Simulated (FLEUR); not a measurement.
Pd: equation of state with LDA (von Barth-Hedin)

The system is Pd.

```xyz
1
Lattice="0.0000 1.9465 1.9465 1.9465 0.0000 1.9465 1.9465 1.9465 0.0000" Properties=species:S:1:pos:R:3 pbc="T T T"
Pd    0.0000    0.0000    0.0000
```

- Program: FLEUR MaX-R8.1 (later development tree)
- Task: equation of state
- Functional: LDA (von Barth-Hedin)
- Potentials or basis: all-electron
- Basis: FLAPW
- Kmax: 4.15 1/bohr
- k mesh: 12 × 12 × 12
- Occupations: fermi-dirac, width 0.05 eV
- Spin: no spin polarisation

The equilibrium volume is 14.07 Å³/atom. The bulk modulus is 237 GPa. The pressure derivative of the bulk modulus is 5.8 (rough: it moves with the points fitted).

Energy against volume, from the lowest point:
| volume (Å³/atom) | energy (meV/atom) |
| --- | --- |
| 13.865 | 1.90 |
| 14.160 | 0.00 |
| 14.750 | 21.41 |
| 15.340 | 69.15 |
| 15.635 | 100.83 |

Zero-point motion and thermal expansion aren't in these numbers.
